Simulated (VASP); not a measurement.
# BN: band structure with PBE

**Experimental background.**

A printed reference work, monograph reports, for a bulk crystal of BN at 300 K: band gap 6.4 eV (indirect).

BN:

```
N B
1.0
     0.00000    1.81300    1.81300
     1.81300    0.00000    1.81300
     1.81300    1.81300    0.00000
N B
1 1
Direct
  0.25000 0.25000 0.25000
  0.00000 0.00000 0.00000
```

The cell is a database's computed one.

- Program: VASP 6.6.1
- Task: band structure
- Functional: PBE
- Potentials or basis: VASP PAW PBE potentials, release 54 (N, B)
- Cutoff: 520 eV
- k mesh: 13 × 13 × 13
- Occupations: fermi-dirac, width 0.05 eV
- Spin: no spin polarisation
- Further INCAR settings: ALGO = Normal; EDIFF = 1e-06

The pressure is -0.2 GPa and the band gap on the k mesh is 4.52 eV, indirect (least direct gap 8.78 eV). The band gap along the path is 4.45 eV, indirect (least direct gap 8.78 eV).

Levels at the corners of the path, in eV from the valence-band top:
```csv
point,band 2,band 3,band 4,band 5,band 6,band 7
Γ,0.00,0.00,0.00,8.78,8.78,8.78
X,-8.86,-4.86,-4.86,4.45,9.18,17.78
X,-8.86,-4.86,-4.86,4.45,9.18,17.78
W,-7.55,-6.90,-6.44,9.56,13.20,14.45
W,-7.55,-6.90,-6.44,9.56,13.20,14.45
K,-8.08,-7.59,-4.04,6.88,12.79,15.71
K,-8.08,-7.59,-4.04,6.88,12.79,15.71
Γ,0.00,0.00,0.00,8.78,8.78,8.78
Γ,0.00,0.00,0.00,8.78,8.78,8.78
L,-10.61,-1.92,-1.92,10.03,10.66,10.66
L,-10.61,-1.92,-1.92,10.03,10.66,10.66
U,-8.08,-7.59,-4.04,6.88,12.79,15.71
U,-8.08,-7.59,-4.04,6.88,12.79,15.71
W,-7.55,-6.90,-6.44,9.56,13.20,14.45
W,-7.55,-6.90,-6.44,9.56,13.20,14.45
L,-10.61,-1.92,-1.92,10.03,10.66,10.66
L,-10.61,-1.92,-1.92,10.03,10.66,10.66
K,-8.08,-7.59,-4.04,6.88,12.79,15.71
U,-8.08,-7.59,-4.04,6.88,12.79,15.71
X,-8.86,-4.86,-4.86,4.45,9.18,17.78
```

Wall time 9.2 s on 1 thread of Intel(R) Xeon(R) Platinum 8375C CPU @ 2.90GHz (Ice Lake), with other jobs on the host, peak memory 0.13 GiB.

A measured gap of BN is 6.4 eV (indirect; 300 K; a printed reference work, monograph); the calculated 4.45 eV misses it by -1.95 eV. The value is that of PBE, without temperature or zero-point motion. Semilocal functionals fall short of measured gaps as a rule. The cell is a database's relaxed one, not the measured one, which moves gaps too.
